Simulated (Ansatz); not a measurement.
# InP: frozen-core PAW against all-electron methods

```
CELL_PARAMETERS angstrom
-0.05710 2.82645 2.82645
2.82645 -0.05710 2.82645
2.82645 2.82645 -0.05710
ATOMIC_POSITIONS crystal
In 0.00000 0.00000 0.00000
P 0.50000 0.50000 0.50000
```

Atoms are numbered in the order listed.

Conventional cell: a = 4.078 Å, b = 4.078 Å, c = 9.692 Å, α = 90.00°, β = 90.00°, γ = 120.00°. Around In (atom 1) lie 6 P at 2.86 Å. P (atom 2) has 6 In at 2.86 Å as nearest neighbours.

The geometry is COD entry 1538565, unchecked; take it as a test cell. The listed cell was then made from it by scaling, straining or moving an atom.

Spin–orbit coupling is left out, though it moves levels of the heavy atoms by tenths of an eV or more.

Levels of theory: DFT, PBE, PAW with Ansatz's default frozen-core files, scalar-relativistic (Ansatz 0.2.0); DFT, PBE, all-electron PAW with datasets made for the crystal, scalar-relativistic (Ansatz 0.2.0); DFT, PBE, all-electron LAPW, scalar-relativistic (Ansatz 0.2.0).

For PAW: a Γ-centred 11×11×11 k mesh, Fermi–Dirac smearing of 0.03 eV, cutoff 420 eV, no spin polarisation. The crystal-made all-electron datasets (AE datasets) take a cutoff of 240 eV at this cell. LAPW targets a basis error of 0.25 meV/atom. The Ansatz runs share mesh, smearing and spin set-up. Plane-wave (PAW) pressures include the program's estimate of the Pulay term.

Stress and pressure are positive in compression.

The change that made this cell: equal xy, yz and zx engineering shear strains of -2 %.

No spin–orbit coupling: at heavy atoms the gradients can be off by tens of per cent for that reason.

In a metal, gradients converge slowly with the k mesh: the values move by tens of per cent from one mesh to another, at times in sign, so only the comparison on one mesh counts.

```
                             quantity    PAW  AE datasets   LAPW
                       pressure (GPa)  -5.34        -5.33  -5.33
                      stress yz (GPa)   0.55         0.55   0.55
                      stress xz (GPa)   0.55         0.55   0.55
                      stress xy (GPa)   0.55         0.55   0.55
field gradient Vzz at In1 (10²¹ V/m²)   0.91         0.92      –
```
